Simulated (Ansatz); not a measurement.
# AlAs: the cost of one run

Computed with Ansatz 0.2.0 (DFT PBEsol, scalar-relativistic, plane waves, PAW, unless a step's input says otherwise).

3 further runs of the same task are left out: 3 set aside as unsound or not needed.

## 1. The system as given

Symmetry: F-43m, No. 216, cubic system. Conventional cell: a = 5.675 Å, b = 5.675 Å, c = 5.675 Å, α = 90.00°, β = 90.00°, γ = 90.00°. Al (site symmetry -43m) has 4 As at 2.46 Å as nearest neighbours. As (site symmetry -43m) is surrounded by 4 Al at 2.46 Å.

Structure file:

```xyz
2
Lattice="0.0000 2.8373 2.8373 2.8373 0.0000 2.8373 2.8373 2.8373 0.0000" Properties=species:S:1:pos:R:3 pbc="T T T"
Al    0.0000    0.0000    0.0000
As    4.2559    4.2559    4.2559
```

This cell was relaxed beforehand with the same method: volume 22.84 Å³/atom, gap on the mesh 1.34 eV.

## 2. Relaxing at 7 GPa

At a set pressure the run lowers the enthalpy E + PV, so the energy alone may rise along the way.

Input file input.yaml:

```yaml
crystal:
  lattice:
    - [0.0, 2.8372982426, 2.8372982426]
    - [2.8372982426, 0.0, 2.8372982426]
    - [2.8372982426, 2.8372982426, 0.0]
  atoms:
    - { symbol: Al, position: [0.0, 0.0, 0.0] }
    - { symbol: As, position: [0.75, 0.75, 0.75] }
basis:
  ecutwfc: 420
kpoints:
  mp_grid: { grid: [8, 8, 8] }
hamiltonian:
  xc: pbesol
scf:
  occupations: { method: fixed }
output:
  forces: true
  stress: true
  eigenvalues: true
relax:
  adjacent_minimum: "off"
  f_tol: 0.001
  max_steps: 60
  cell: { stress_tol: 0.02, p_target: 7.0 }
```

On the command line:

```console
> ansatz run input.yaml --threads 1 --pin off --max-ram 3072MiB --backend cpu --events-out ev --progress --plain --runs-dir out
```

What time and memory should one allow on 1 thread of AMD EPYC 7R43 (Zen 3), shared host?

About 7.8 s, with a peak of 0.34 GiB.
